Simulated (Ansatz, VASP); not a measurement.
Ag in VASP and in Ansatz

File INCAR:

```
PREC = Accurate
ENCUT = 600
EDIFF = 1E-6
ISMEAR = -1
SIGMA = 0.05
LREAL = False
LASPH = True
NELM = 60
ALGO = Normal
ISIF = 3
LWAVE = False
LCHARG = False
GGA = PS
IBRION = 2
NSW = 80
EDIFFG = -0.005
```

Contents of KPOINTS:

```
Automatic mesh
0
Gamma
  11 11 11
```

Contents of POSCAR:

```
Ag
1.0
    0.0000000000      2.0427500000      2.0427500000
    2.0427500000      0.0000000000      2.0427500000
    2.0427500000      2.0427500000      0.0000000000
Ag
1
Direct
    0.0000000000      0.0000000000      0.0000000000
```

input.yaml

```yaml
crystal:
  lattice:
    - [0.0, 2.04275, 2.04275]
    - [2.04275, 0.0, 2.04275]
    - [2.04275, 2.04275, 0.0]
  atoms:
    - { symbol: Ag, position: [0.0, 0.0, 0.0] }
kpoints:
  mp_grid: { grid: [11, 11, 11] }
scf:
  occupations: { method: fermi_dirac, width: 0.05 }
hamiltonian:
  xc: pbesol
  pseudopotentials: { kind: all_electron, lapw: { basis_error: 0.001 } }
output:
  forces: true
  stress: true
relax:
  f_tol: 0.005
  max_steps: 60
  cell: {}
```

Alike in both runs: task relaxation of cell and atoms; functional PBEsol; k mesh 11 × 11 × 11; occupations fermi-dirac, width 0.05 eV; no spin polarisation.

|  | VASP | Ansatz |
| --- | --- | --- |
| version | VASP 6.6.1 | Ansatz 0.2.0 |
| potentials or method | VASP PAW PBE potentials, release 64 (Ag) | all-electron LAPW, scalar-relativistic |
| plane-wave cutoff (eV) | 600 | see its input |

Ansatz gave:

```
relaxed volume (Å³/atom)                                     : 16.61
relaxed cell length with the largest relative difference (Å) : 2.864
energy change over the relaxation (meV/atom)                 : -4
```

Task: Which values does VASP return?

Result: Relaxed volume (Å³/atom): 16.58; relaxed cell length with the largest relative difference (Å): 2.862; energy change over the relaxation (meV/atom): -5.

Ansatz ran all-electron here, so the differences hold the error of VASP's frozen core and of both bases.

Caveats: the PAW data sets were made with another functional, which shifts forces and pressure a little (VASP).
